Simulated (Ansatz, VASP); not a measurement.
# ZnSe: VASP beside Ansatz

The input INCAR:

```
SYSTEM = ZnSe
ALGO = Normal ; EDIFF = 1E-6
ENCUT = 520 ; GGA = PE
ISIF = 2 ; ISMEAR = -1
LASPH = .TRUE. ; LCHARG = .FALSE.
LREAL = .FALSE. ; LWAVE = .FALSE.
NBANDS = 16 ; NELM = 60
PREC = Accurate ; SIGMA = 0.03
```

File KPOINTS:

```
k-points
0
G
  8 8 8
  0 0 0
```

Contents of POSCAR:

```
ZnSe
1.0
    0.0000000000      2.8338000000      2.8621380000
    2.8338000000      0.0000000000      2.8621380000
    2.8338000000      2.8338000000      0.0000000000
Zn Se
1 1
Direct
    0.0000000000      0.0000000000      0.0000000000
    0.7500000000      0.7500000000      0.7500000000
```

Input for Ansatz:

```yaml
crystal:
  lattice:
    - [0.0, 2.8338, 2.862138]
    - [2.8338, 0.0, 2.862138]
    - [2.8338, 2.8338, 0.0]
  atoms:
    - { symbol: Zn, position: [0.0, 0.0, 0.0] }
    - { symbol: Se, position: [0.75, 0.75, 0.75] }
kpoints:
  mp_grid: { grid: [8, 8, 8] }
  band_path:
    path:
      - [0.0, 0.0, 0.0]
      - [0.5, 0.0, 0.5]
      - [0.75, 0.25, 0.5]
      - [0.5, 0.5, 0.5]
      - [0.0, 0.0, 0.0]
      - [0.5, 0.5, 0.0]
      - [0.6274629938, 0.6274629938, 0.2549259876]
      - [0.3725370062, 0.3725370062, 0.7450740124]
      - [0.0, 0.0, 0.0]
    npoints: 5
scf:
  occupations: { method: fermi_dirac, width: 0.03 }
hamiltonian:
  xc: pbe
  pseudopotentials: { kind: all_electron, lapw: { basis_error: 0.001 } }
output:
  forces: true
  stress: true
  eigenvalues: true
```

Change from the starting cell: zz strain of +1 %.

Alike in both runs: task single point; functional PBE; k mesh 8 × 8 × 8; occupations fermi-dirac, width 0.03 eV; no spin polarisation.

```csv
,VASP,Ansatz
version,VASP 6.6.1,Ansatz 0.2.0
potentials or method,"VASP PAW PBE potentials, release 64 (Zn, Se)","all-electron LAPW, scalar-relativistic"
plane-wave cutoff (eV),520,see its input
```

Ansatz gave:

* gap on the k mesh at the Fermi level (eV): 1.24
* pressure (GPa): 1.5
* largest component of the traceless stress (GPa): 0.23

Task: What did VASP give for the same quantities?

Result: gap on the k mesh at the Fermi level (eV): 1.24; pressure (GPa): 1.7; largest component of the traceless stress (GPa): 0.23.

Ansatz ran all-electron here, so the differences hold the error of VASP's frozen core and of both bases.
